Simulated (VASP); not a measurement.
SiC (Moissanite):

```
Si C
1.0
     3.07600    0.00000    0.00000
    -1.53800    2.66389    0.00000
     0.00000    0.00000    5.04800
Si C
2 2
Direct
  0.66667 0.33333 0.50000
  0.33333 0.66667 0.00000
  0.66667 0.33333 0.88500
  0.33333 0.66667 0.38500
```

Program: VASP 6.6.1. Alike in all runs: no spin polarisation; cell as given.

Task: Order these runs on this cell by their band gap on the k mesh, lowest first.
A. level PBE; potentials or basis VASP PAW PBE potentials, release 64 (Si, C); k mesh 10 × 10 × 5; cutoff (eV) 500; smearing gaussian 0.02 eV; mesh quality not flagged
B. level PBE; potentials or basis VASP PAW PBE potentials, release 64 (Si_GW, C_GW); k mesh 5 × 5 × 3; cutoff (eV) 500; smearing gaussian 0.02 eV; mesh quality coarse
C. level TB-mBJ; potentials or basis VASP PAW PBE potentials, release 64 (Si, C); k mesh 10 × 10 × 6; cutoff (eV) 520; smearing gaussian 0.02 eV; ladder free; mesh quality not flagged
D. level PBEsol; potentials or basis VASP PAW PBE potentials, release 64 (Si, C); k mesh 10 × 10 × 5; cutoff (eV) 520; smearing fermi-dirac 0.05 eV; ladder free; mesh quality not flagged

Result: D (2.32 eV), A (2.48 eV), B (2.80 eV), C (3.47 eV).

Caveats: some runs use coarse meshes; an odd mesh through Γ misses points on the zone boundary, where band edges often lie (some runs); the mesh misses the band edges, which the band path finds closer together (some runs).

Not every run made on this cell is shown here.
